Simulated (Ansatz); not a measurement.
Pb:

```xyz
1
Lattice="0.0000 2.4750 2.4750 2.4750 0.0000 2.4750 2.4750 2.4750 0.0000" Properties=species:S:1:pos:R:3 pbc="T T T"
Pb    0.0000    0.0000    0.0000
```

Base run:

| Quantity | Value |
| --- | --- |
| Program | Ansatz 0.2.0 |
| Functional | PBE |
| Potentials or basis | Ansatz PAW |
| Cutoff | 250 eV |
| Density cutoff | 1000 eV |
| k mesh | 9 × 9 × 9 |
| Occupations | fermi-dirac, width 0.05 eV |
| Spin | no spin polarisation |

Its results: band gap on the k mesh none (metal or under the smearing width); pressure 1.6 GPa.

Task: The run is repeated on the same cell with these changes: functional from PBE to BPBE; cutoff from 250 eV to 420 eV (not typed: the program's choice for these potentials). What comes out?

Result: Band gap on the k mesh none (metal or under the smearing width); pressure 2.1 GPa.

Caveats: the pressure holds a Pulay correction of +25.6 GPa for the finite cutoff (some runs); the cutoff lies under the one recommended for these potentials (some runs); spin-orbit coupling is left out, which moves the levels of the heavy elements (some runs); the PAW data sets come from PBE, with cores solved anew for the run's functional, which leaves a small shift of forces and pressure (some runs).
